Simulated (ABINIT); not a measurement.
Runs of ABINIT 10.8.3 (patched build) on Ge. The structure is cubic, space group Fd-3m (No. 227). Conventional cell: a = 5.658 Å, b = 5.658 Å, c = 5.658 Å, α = 90.00°, β = 90.00°, γ = 90.00°. Ge (site symmetry -43m) is surrounded by 4 Ge at 2.45 Å. 

```tsv
task	level	potentials or basis	k mesh	cutoff (eV)	fine-grid cutoff	mesh quality	gap on the mesh (eV)	pressure (GPa)
band structure	PW91	PseudoDojo NC SR PBE v0.4.1 standard	8 × 8 × 8	1061	-	not flagged	none	(a)
band structure	PBEsol	JTH PAW PBE v2.0	8 × 8 × 8	544	1088.46 eV	not flagged	none	-
band structure	AM05	JTH PAW PBE v2.0	8 × 8 × 8	544	1088.46 eV	not flagged	none	-
band structure	RPBE	PseudoDojo NC SR PBE v0.4.1 standard	8 × 8 × 8	1061	-	not flagged	0.20	6.1
single point	PBEsol	JTH PAW PBE v2.0	5 × 5 × 5	544	1088.46 eV	coarse	none	-
band structure	rPW86PBE	JTH PAW PBE v2.0	8 × 8 × 8	544	1088.46 eV	not flagged	none	-
single point	PBEsol	JTH PAW PBE v2.0	10 × 10 × 10	544	1088.46 eV	not flagged	none	-
single point	LDA	JTH PAW LDA v2.0	10 × 10 × 10	544	1088.46 eV	not flagged	none	-
band structure	rPW86PBE	PseudoDojo NC SR PBE v0.4.1 standard	8 × 8 × 8	1061	-	not flagged	none	6.2
band structure	WC	JTH PAW PBE v2.0	8 × 8 × 8	544	1088.46 eV	not flagged	none	-
band structure	LDA-Teter	JTH PAW LDA v2.0	8 × 8 × 8	544	1088.46 eV	not flagged	none	-
band structure	revPBE	PseudoDojo NC SR PBE v0.4.1 standard	8 × 8 × 8	1061	-	not flagged	(b)	5.5
```

Alike in all rows: no spin polarisation; cell as given; smearing fermi-dirac 0.05 eV.

Problem. Fill in the values left out.

Solution. (a) 3.5; (b) 0.16.

Caveats: some runs use coarse meshes; this crystal is a semiconductor, whose small gap the functional closes, so the metal is an error of the method (some runs); the PAW data sets were made with another functional, which shifts forces and pressure a little (some runs); the potentials were made for another functional, which shifts forces and pressure (some runs).

A k mesh can miss the band edges, and the runs leave out spin-orbit coupling on Ge.

A gap of «none» marks a metal or a gap under the smearing width.

Runs at the PBE level aren't shown here.
